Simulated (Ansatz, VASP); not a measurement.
## One calculation of Be, two programs

File INCAR:

```
SYSTEM = Be
PREC = Accurate ; ENCUT = 520
EDIFF = 1E-8 ; ISMEAR = -1
SIGMA = 0.05 ; LREAL = .FALSE.
LASPH = .TRUE. ; NELM = 100
ALGO = Normal ; ISIF = 2
LWAVE = .FALSE. ; LCHARG = .FALSE.
GGA = PS ; LEFG = .TRUE.
NBANDS = 12
```

File KPOINTS:

```
regular mesh
0
G
  9 9 14
  0 0 0
```

The input POSCAR:

```
Be
1.0
    3.7093458600      0.0000000000      0.0000000000
    0.0000000000      3.7093458600      0.0000000000
    0.0000000000      0.0000000000      2.2812800000
Be
4
Direct
    0.2974080000      0.2974080000      0.0000000000
    0.7025920000      0.7025920000      0.0000000000
    0.2025920000      0.7974080000      0.5000000000
    0.7974080000      0.2025920000      0.5000000000
```

Input for Ansatz:

```yaml
crystal:
  lattice:
    - [3.70934586, 0.0, 0.0]
    - [0.0, 3.70934586, 0.0]
    - [0.0, 0.0, 2.28128]
  atoms:
    - { symbol: Be, position: [0.297408, 0.297408, 0.0] }
    - { symbol: Be, position: [0.702592, 0.702592, 0.0] }
    - { symbol: Be, position: [0.202592, 0.797408, 0.5] }
    - { symbol: Be, position: [0.797408, 0.202592, 0.5] }
kpoints:
  mp_grid: { grid: [9, 9, 14] }
scf:
  occupations: { method: fermi_dirac, width: 0.05 }
hamiltonian:
  xc: pbesol
  pseudopotentials: { kind: all_electron, datasets: crystal }
output:
  forces: true
  stress: true
  eigenvalues: true
  efg: { contact_densities: true }
```

Change from the starting cell: equal xx and yy strain of -1 %, crystal datasets.

Alike in both runs: task electric field gradients; functional PBEsol; k mesh 9 × 9 × 14; occupations fermi-dirac, width 0.05 eV; no spin polarisation.

```csv
,VASP,Ansatz
version,VASP 6.6.1,Ansatz 0.2.0
potentials or method,"VASP PAW PBE potentials, release 64 (Be)","all-electron PAW with datasets made for the crystal, scalar-relativistic"
plane-wave cutoff (eV),520,see its input
```

|  | VASP | Ansatz | Ansatz less VASP |
| --- | --- | --- | --- |
| pressure (GPa) | 1.6 | 1.2 | -0.48 |
| largest component of the traceless stress (GPa) | 1.53 | 1.54 | +0.004 |
| rms of the force components (eV/Å) | 0.035 | 0.032 | -0.0023 |
| Vzz of the field gradient on the site that differs most (V/Å²) | 1.7 | 1.4 | -0.29 |

Atom by atom the forces differ by 0.002 eV/Å (rms over components). Ansatz ran all-electron here, so the differences hold the error of VASP's frozen core and of both bases.

Caveats: the PAW data sets were made with another functional, which shifts forces and pressure a little (VASP).
